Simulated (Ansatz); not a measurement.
The cell is COD entry 9008695, as deposited and not checked against the literature; nothing was relaxed. The listed cell was then made from it by scaling, straining or moving an atom.

An input for PbSe: DFT, PBEsol, PAW with Ansatz's default frozen-core files, scalar-relativistic (Ansatz 0.2.0). The PAW files were made with PBE; their cores are remade for this functional.

Command: `ansatz run input.yaml --threads 1 --pin off --max-ram 3072MiB --backend cpu --events-out ev --progress --plain --runs-dir out` The run took 4.5 s on 1 thread of Intel(R) Xeon(R) Platinum 8375C CPU @ 2.90GHz (Ice Lake) (shared host), peak memory 0.46 GiB.

```yaml
crystal:
  lattice:
    - [0.0, 3.06215, 3.0927715]
    - [3.06215, 0.0, 3.0927715]
    - [3.06215, 3.06215, 0.0]
  atoms:
    - { symbol: Pb, position: [0.0, 0.0, 0.0] }
    - { symbol: Se, position: [0.5, 0.5, 0.5] }
kpoints:
  mp_grid: { grid: [7, 7, 7] }
scf:
  occupations: { method: fermi_dirac, width: 0.02 }
hamiltonian:
  xc: pbesol
  pseudopotentials: { kind: paw }
output:
  forces: true
  stress: true
  eigenvalues: true
  efg: { contact_densities: true }
```

The results part of the log:

```
SCF 1 converged in 6 iterations: F = -17180.212619 eV  dr2 = 1.53e-8
  greatest PAW one-centre occupation: 1.000 electrons in one spin orbital (limit 2), on the Se atom at site 1 (counted from 0), in its partial waves of l = 2
SCF converged after 6 iterations
Free energy (F): -17180.212619 eV
Harris-Foulkes:  -17180.212619 eV  (|F-HF|=1.89e-8)
Internal energy: -17180.212619 eV  (E = F + TS)
E sigma→0 (E₀):  -17180.212619 eV
Fermi energy:    8.830119 eV
--- Per-component energies (eV) ---
  E_band       = -434.287269
  E_kinetic    = 405.580134
  E_local      = -3549.691998  (includes V_loc(G=0)·N_el)
  E_nonlocal   = -240.709367
  E_hartree    = 1647.811792
  E_xc         = -322.667200
  E_vxc        = -231.073004  (∫ρ·V_xc dr)
  E_paw        = -12121.441590  (= ΣΔE_a)
  E_vpaw       = -114.022652  (= ΣTr[D̂ρ^β])
  E_aug_tail   = -0.000632  (compensation charges beyond the density's cutoff)
  E_ewald      = -3000.164325
  E_core_change = 1.070567  (= ΣΔE_core)
  E_smearing   = -0.000000  (= −TS)
  E_closure    = 0.000000  (closes the sum)
  Σ components = -17180.212619   (vs F -17180.212619, Δ=0.00e0)
--- Forces (eV/Å), atoms counted from 1 ---
  atom   1  Pb    -0.00000000     0.00000000     0.00000000
  atom   2  Se     0.00000000     0.00000000    -0.00000000
  max |Σ_I F_I| component: 1.10e-29 eV/Å
--- Stress (GPa, compression-positive) ---
       -0.729484       0.000000       0.000000
        0.000000      -0.729484       0.000000
        0.000000       0.000000      -1.841353
  P = ⅓ Tr σ = -1.1001 GPa (-11.001 kbar)
--- PAW observables at the nuclei: V_zz in 10²¹ V/m², potentials from the cell's mean, atoms counted from 1 ---
  atom   1  Pb V_zz =    +3.177405   η = 0.0000   by run symmetry: allowed
            electrostatic potential = -17478.089194 V   contact ρ = 16511953.916365 e/Å³
  atom   2  Se V_zz =    +0.210946   η = 0.0000   by run symmetry: allowed
            electrostatic potential = -4712.424187 V   contact ρ = 262402.388731 e/Å³
--- Band table (eV; the first three rows and the last of 40) ---
  k-point 0: bands = ["-38.5610", "-38.5605", "-38.5586", "-38.5584", "-38.5584", "-8.0602", "-8.0597", "-8.0597", "-8.0576", "-8.0552", "-4.8328", "2.3400", "6.8305", "6.8305", "6.9183", "13.1881", "13.4122", "13.4122", "15.1219"]
  k-point 1: bands = ["-38.5609", "-38.5605", "-38.5586", "-38.5584", "-38.5584", "-8.0642", "-8.0609", "-8.0585", "-8.0528", "-8.0522", "-4.6817", "1.8598", "6.8892", "6.9324", "7.1900", "12.0283", "12.4738", "12.5818", "14.9246"]
  k-point 2: bands = ["-38.5609", "-38.5605", "-38.5586", "-38.5584", "-38.5584", "-8.0739", "-8.0710", "-8.0571", "-8.0399", "-8.0382", "-4.2821", "0.8647", "7.0552", "7.0699", "7.8002", "10.4101", "11.2392", "11.3238", "15.3078"]
  k-point 39: bands = ["-38.5609", "-38.5605", "-38.5586", "-38.5583", "-38.5583", "-8.1694", "-8.0691", "-8.0429", "-8.0213", "-8.0188", "-3.4502", "1.0566", "3.9060", "5.6907", "5.8273", "12.5063", "13.6100", "13.9453", "14.3403"]
```
